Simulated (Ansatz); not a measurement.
This is a one-shot G0W0 calculation with Ansatz on a 2-atom cell of GaAs started from a crystallographic database; the level of theory is G0W0@r2SCAN with 249 empty bands, a screening cutoff of 180 eV and a 6×6×6 mesh. Cell and atoms come from a relaxation with r2SCAN.

Input file:
```yaml
crystal:
  lattice:
    - [0.0, 2.8330831919, 2.8330831919]
    - [2.8330831919, 0.0, 2.8330831919]
    - [2.8330831919, 2.8330831919, 0.0]
  atoms:
    - { symbol: Ga, position: [0.0, 0.0, 0.0] }
    - { symbol: As, position: [0.25, 0.25, 0.25] }
kpoints:
  mp_grid: { grid: [6, 6, 6] }
hamiltonian:
  xc: r2scan
scf:
  occupations: { method: fixed }
gw:
  n_empty_bands: 249
  ecut_chi: 180
  qp_bands: [v2, c2]
  qp_kpoints: band_edges
  screening: { model: contour_deformation }
```

Question: What wall time did it need on 1 × NVIDIA H100 80GB HBM3 with 2 threads of AMD EPYC 7R13 Processor (Zen 3), on a shared host, load about 1.5 per core, and how much host memory at the peak?

Answer: About 42 s, with a peak of 1.6 GiB.

The output, standing remarks left out:
```
Functional definition: r2SCAN
Crystal: 2 atoms, lattice volume = 45.479 Å³
Basis set: ecut = 500 eV, 1139 PW (Γ)
Bands: 18, of which v1, the nominal top of the filled ones, is band 14 counted from 1 (13 counted from 0)
Symmetry: 24 space group operations
Space group: F-43m (ITA 216)
k-points: 16 of 216 (time reversal used)
SCF 1 converged in 7 iterations: F = -8655.737451 eV  dr2 = 1.57e-8
Free energy (F): -8655.737451 eV
Fermi energy:    7.853980 eV
--- Band table (eV; the first three rows and the last of 16) ---
  k-point 0: bands = […, -7.2875, -7.2875, -5.3050, 7.8540, 7.8540, 7.8540, 8.8156, 11.8983, 11.8983, 11.8983]
  k-point 1: bands = […, -7.2877, -7.2877, -4.9705, 5.1654, 7.4660, 7.4660, 9.8491, 12.4633, 12.4633, 12.9396]
  k-point 2: bands = […, -7.2860, -7.2860, -4.1107, 2.3866, 6.9023, 6.9023, 9.4254, 12.9035, 12.9035, 15.6189]
  k-point 15: bands = […, -7.3030, -7.2804, -2.6623, 1.0380, 4.4350, 4.5897, 11.4684, 11.6469, 15.4757, 15.7686]
--- G₀W₀: contour deformation, 7 samples at zero and on the imaginary axis and 2 off it, 216 q-points, 249 empty bands' worth ---
    ik  band        ε_KS         Σx   Σc(E_QP)       V_xc       Z   E_QP_lin       E_QP  E_QP is
     0    13      7.8540   -16.9261     0.9428   -15.5917  0.7718     7.4582     7.4624  root
     0    14      7.8540   -16.9261     0.9428   -15.5917  0.7718     7.4582     7.4624  root
     0    15      8.8156   -11.7169    -3.9057   -15.7034  0.7828     8.8965     8.8964  root
     0    16     11.8983    -7.7647    -4.2752   -12.0851  0.7696    11.9435    11.9434  root
     1    13      7.4660   -16.5963     1.0304   -15.1666  0.7696     7.0623     7.0667  root
     1    14      7.4660   -16.5963     1.0304   -15.1666  0.7696     7.0623     7.0667  root
     1    15      9.8491   -10.2452    -3.9348   -14.2472  0.7791     9.9164     9.9163  root
     1    16     12.4633    -7.9146    -4.4308   -12.3852  0.7626    12.5031    12.5031  root
     2    13      6.9023   -16.3806     1.2317   -14.7339  0.7653     6.4822     6.4873  root
     2    14      6.9023   -16.3806     1.2317   -14.7339  0.7653     6.4822     6.4873  root
     2    15      9.4254    -9.6449    -3.8517   -13.5356  0.7829     9.4645     9.4644  root
     2    16     12.9035    -7.5149    -4.5238   -12.0505  0.7586    12.9153    12.9153  root
     3    13      6.6787   -16.3361     1.3185   -14.5967  0.7634     6.2525     6.2579  root
     3    14      6.6787   -16.3361     1.3185   -14.5967  0.7634     6.2525     6.2579  root
     3    15      9.2050    -9.6948    -3.7930   -13.5183  0.7839     9.2355     9.2355  root
     3    16     12.8440    -7.2675    -4.4659   -11.7297  0.7610    12.8403    12.8403  root
     4    13      6.8218   -16.1283     1.2088   -14.5073  0.7648     6.4046     6.4097  root
     4    14      6.8218   -16.1283     1.2088   -14.5073  0.7648     6.4046     6.4097  root
     4    15     10.6638    -8.8625    -4.0219   -12.9534  0.7753    10.7329    10.7327  root
     4    16     11.3696    -9.3918    -4.1639   -13.5207  0.7730    11.3346    11.3345  root
     6    13      5.1905   -15.6823     1.6888   -13.5674  0.7465     4.7578     4.7644  root
     6    14      6.1704   -16.0427     1.4770   -14.1361  0.7586     5.7350     5.7409  root
     6    15     10.5124    -9.0620    -3.9913   -13.0709  0.7778    10.5299    10.5299  root
     6    16     12.6973    -7.5816    -4.5095   -12.0567  0.7597    12.6629    12.6629  root
     9    13      5.5689   -15.8035     1.6993   -13.6681  0.7509     5.1263     5.1330  root
     9    14      5.5689   -15.8035     1.6993   -13.6681  0.7509     5.1263     5.1330  root
     9    15      9.7232    -7.5624    -3.7261   -11.2282  0.7865     9.6629     9.6628  root
     9    16     10.8396    -7.5840    -4.0712   -11.5999  0.7794    10.7843    10.7843  root
    12    13      5.1004   -15.7132     1.8834   -13.3910  0.7444     4.6545     4.6617  root
    12    14      5.1004   -15.7132     1.8834   -13.3910  0.7444     4.6545     4.6617  root
    12    15      9.6246    -6.7672    -3.7204   -10.3484  0.7902     9.4857     9.4853  root
    12    16      9.8096    -8.1253    -3.7756   -11.8794  0.7842     9.7882     9.7881  root
```

The rows of the band table are 0: (0, 0, 0) = Γ, 1: (0, 0, 1/6), 2: (0, 0, 1/3), 15: (1/6, -1/2, -1/3).

The points are ik 0 = (0, 0, 0) (Γ), ik 1 = (0, 0, 1/6), ik 2 = (0, 0, 1/3), ik 3 = (0, 0, -1/2), ik 4 = (0, 1/6, 1/6), ik 6 = (0, 1/6, -1/2), ik 9 = (0, 1/3, 1/3), ik 12 = (0, -1/2, -1/2); band 14 is the last filled one.

The quasiparticle gap on this mesh is 1.43 eV (direct at Γ), against 0.96 eV from r2SCAN: +0.47 eV. Renormalisation factors Z lie between 0.74 and 0.79. G0W0 here is at a finite number of bands, screening cutoff and k mesh, not at the basis limit.

Calculated for a static, non-magnetic cell.

Spin-orbit coupling is left out.

For so narrow a gap this mesh doesn't settle the screening, and the bands and cutoff are finite.

With a shallow d shell on the cation, G0W0 converges slowly in bands and cutoff, so these values are in doubt.
